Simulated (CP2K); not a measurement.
Wanted: the native input for a CP2K 2026.2 run.

- Task: single point
- Functional: PBE
- Potentials or basis: POTENTIAL_UZH Si GTH-PBE-q4; TZVP-MOLOPT-PBE-GTH basis
- Density cutoff: 6123 eV
- k mesh: 12 × 12 × 11
- Occupations: fermi-dirac, width 0.05 eV
- Spin: no spin polarisation
- SCF solver: diagonalisation with k points
- Quickstep method: GPW
- EPS_DEFAULT: 1.0E-10
- EPS_SCF: 1.0E-6
- MAX_SCF: 100
- SCF_GUESS: ATOMIC
- k points reduced by the point group: yes
- Mesh centred on Gamma: yes
- CHOLESKY: OFF
- EPS_EIGVAL: 1.0E-7
- MIXING METHOD: BROYDEN_MIXING
- MIXING ALPHA: 0.4
- NBUFFER: 8
- NGRIDS: 5
- Basis sets: Si TZVP-MOLOPT-PBE-GTH-q4
- Potentials: Si GTH-PBE-q4 of POTENTIAL_UZH
- ADDED_MOS: [8]
- REL_CUTOFF (Ry): 60 Ry
- MIXING BETA (1/bohr): 1.5 1/bohr
- CUTOFF of the grids: 450 Ry

The system is Si.

```xyz
1
Lattice="2.6045 0.0000 0.0000 -1.2932 2.2609 0.0000 -0.0218 -0.0316 2.4909" Properties=species:S:1:pos:R:3 pbc="T T T"
Si   -0.0146   -0.0284   -0.0391
```

The cell isn't the ideal one: cell strained at random at fixed volume.

The input as run:

si_scf.inp

```
&GLOBAL
  PROJECT si_scf
  RUN_TYPE ENERGY_FORCE
  PRINT_LEVEL LOW
&END GLOBAL
&FORCE_EVAL
  METHOD QS
  STRESS_TENSOR ANALYTICAL
  &DFT
    BASIS_SET_FILE_NAME BASIS_MOLOPT_UZH
    POTENTIAL_FILE_NAME POTENTIAL_UZH
    &MGRID
      CUTOFF 450
      REL_CUTOFF 60
      NGRIDS 5
    &END MGRID
    &QS
      METHOD GPW
      EPS_DEFAULT 1.0E-10
    &END QS
    &KPOINTS
      SCHEME MONKHORST-PACK 12 12 11
      GAMMA_CENTERED T
      SYMMETRY T
      SYMMETRY_BACKEND SPGLIB
    &END KPOINTS
    &SCF
      SCF_GUESS ATOMIC
      EPS_SCF 1.0E-6
      MAX_SCF 100
      ADDED_MOS 8
      CHOLESKY OFF
      EPS_EIGVAL 1.0E-7
      &DIAGONALIZATION ON
        ALGORITHM STANDARD
      &END DIAGONALIZATION
      &MIXING ON
        METHOD BROYDEN_MIXING
        ALPHA 0.4
        BETA 1.5
        NBUFFER 8
      &END MIXING
      &SMEAR ON
        METHOD FERMI_DIRAC
        ELECTRONIC_TEMPERATURE [K] 580.226
      &END SMEAR
    &END SCF
    &XC
      &XC_FUNCTIONAL PBE
      &END XC_FUNCTIONAL
    &END XC
    &PRINT
      &KPOINTS ON
      &END KPOINTS
      &MULLIKEN ON
      &END MULLIKEN
      &MO ON
        ENERGIES T
        OCCUPATION_NUMBERS T
        &EACH
          QS_SCF 0
        &END EACH
        ADD_LAST NUMERIC
      &END MO
      &LOWDIN ON
      &END LOWDIN
      &HIRSHFELD ON
        SHAPE_FUNCTION DENSITY
      &END HIRSHFELD
      &E_DENSITY_CUBE ON
        STRIDE 1
      &END E_DENSITY_CUBE
      &V_HARTREE_CUBE ON
        STRIDE 1
      &END V_HARTREE_CUBE
      &ELF_CUBE ON
        STRIDE 1
      &END ELF_CUBE
    &END PRINT
  &END DFT
  &SUBSYS
    &CELL
      A 2.6045213368 0.0000000000 0.0000000000
      B -1.2932309511 2.2608940791 0.0000000000
      C -0.0217742840 -0.0315597706 2.4909237574
      PERIODIC XYZ
    &END CELL
    &COORD
      SCALED
      Si  -0.0120970000 -0.0127870000 -0.0156780000
    &END COORD
    &KIND Si
      BASIS_SET TZVP-MOLOPT-PBE-GTH-q4
      POTENTIAL GTH-PBE-q4
    &END KIND
    &PRINT
      &ATOMIC_COORDINATES ON
      &END ATOMIC_COORDINATES
      &CELL ON
      &END CELL
    &END PRINT
  &END SUBSYS
  &PRINT
    &FORCES ON
    &END FORCES
    &STRESS_TENSOR ON
    &END STRESS_TENSOR
  &END PRINT
&END FORCE_EVAL
```

Potentials or basis: POTENTIAL_UZH Si GTH-PBE-q4; TZVP-MOLOPT-PBE-GTH basis.

Command:

```sh
$ OMP_NUM_THREADS=1 cp2k.psmp -i si_scf.inp -o si_scf.out
```

Results of the run:

```
Pressure               : 2.3 GPa
Band gap on the k mesh : none (metal or under the smearing width)
```

Caveat: the basis of atomic orbitals isn't converged, which shifts pressures, moduli and gaps.

Wall time 110 s on 1 thread of Arm Neoverse V1, on a shared host, peak memory 0.23 GiB.
